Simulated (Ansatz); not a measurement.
A (101) slab of Al₂Ru (I4/mmm (No. 139)), 12 planes, outer planes Al (top) and Al (bottom), with 12 atoms (Al8Ru4) in a surface cell of A = 14.019 Å², as cut from the bulk:

```yaml
crystal:
  lattice:
    - [3.12136, 0.00000, 0.00000]
    - [-1.56068, 4.49142, 0.00000]
    - [0.00000, 0.00000, 25.77625]
  atoms:
    - { symbol: Al, position: [0.42050, 0.84100, 0.29097] }
    - { symbol: Ru, position: [0.12074, 0.24148, 0.32968] }
    - { symbol: Al, position: [0.82098, 0.64196, 0.36839] }
    - { symbol: Al, position: [0.54124, 0.08249, 0.40451] }
    - { symbol: Ru, position: [0.24148, 0.48297, 0.44323] }
    - { symbol: Al, position: [0.94172, 0.88345, 0.48194] }
    - { symbol: Al, position: [0.66199, 0.32397, 0.51806] }
    - { symbol: Ru, position: [0.36223, 0.72445, 0.55677] }
    - { symbol: Al, position: [0.06247, 0.12493, 0.59549] }
    - { symbol: Al, position: [0.78273, 0.56546, 0.63161] }
    - { symbol: Ru, position: [0.48297, 0.96594, 0.67032] }
    - { symbol: Al, position: [0.18321, 0.36642, 0.70903] }
```

Method: DFT PBEsol, scalar-relativistic, plane waves, PAW (Ansatz). Settings: cutoff 420 eV, Γ-centred mesh 12×8×1 on the computed 12-atom cell, Gaussian smearing of 0.10 eV; no spin polarisation. The cell repeats along c with a dipole correction in the vacuum.

Against the same 12 atoms in the bulk, the slab as cut lies 4.464 eV higher and the relaxed slab 4.341 eV higher.

Problem. Work out the surface energy before and after relaxation.

Solution. The slab has two faces, so γ = (E_slab − N·E_bulk)/(2A), the mean of both. As cut: 4.464/(2 × 14.019) = 0.1592 eV/Å², and 1 eV/Å² = 16.02 J/m², so γ = 2.55 J/m². Relaxed: 4.341/(2 × 14.019) = 0.1548 eV/Å² = 2.48 J/m². Relaxation recovers 3 % of the cost of cutting.

Problem. What is the ideal work of this cut, per area?

Solution. Griffith's ideal work is 2γ: 5.10 J/m² if the new faces stay rigid, 4.96 J/m² if they relax. Other cuts parallel to this plane can cost less. One thickness was run, 12 planes, so γ can still shift with it.